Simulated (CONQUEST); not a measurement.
The system is Sn.

```
Sn
1.0
     4.57264    0.00000    0.00000
     0.00000    4.57264    0.00000
     0.00000    0.00000    6.46669
Sn
4
Direct
  0.00000 0.50000 0.25000
  0.50000 0.00000 0.75000
  0.00000 0.00000 0.50000
  0.50000 0.50000 0.00000
```

This isn't the form of Sn at room conditions, which is tetragonal (white tin).

* Program: CONQUEST 1.3
* Task: single point
* Functional: PBE
* Potentials or basis: PseudoDojo NC PBE, SZP, grid cutoff 120 Ha
* k mesh: 6 × 6 × 4
* Occupations: fermi-dirac, width 0.05 eV
* Spin: no spin polarisation

On this cell: pressure 5.8 GPa; largest force zero by symmetry; band gap on the k mesh none (metal or under the smearing width).

The same run follows on a disturbed copy (atoms moved at random, drawn with an rms of 0.05 Å):

```xyz
4
Lattice="4.5726 0.0000 0.0000 0.0000 4.5726 0.0000 0.0000 0.0000 6.4667" Properties=species:S:1:pos:R:3 pbc="T T T"
Sn    0.0812    2.2687    1.6501
Sn    2.3675    4.5550    4.8835
Sn    0.0084    4.5399    3.2452
Sn    2.2948    2.2536    0.0119
```

What changes?

The energy (extrapolated to zero smearing) moves by +13.9 meV/atom; pressure 5.9 GPa; largest force 0.707 eV/Å; band gap on the k mesh none (metal or under the smearing width).

Forces in eV/Å, atoms in the order of the input:
```
Sn  -0.674 -0.150 -0.128
Sn  -0.674 -0.150 -0.128
Sn   0.676  0.161  0.133
Sn   0.676  0.161  0.133
```

Caveats: the atomic basis is small; the basis of atomic orbitals isn't converged, which shifts pressures, moduli and gaps; the real-space grid breaks the cell's symmetry a little (some runs).
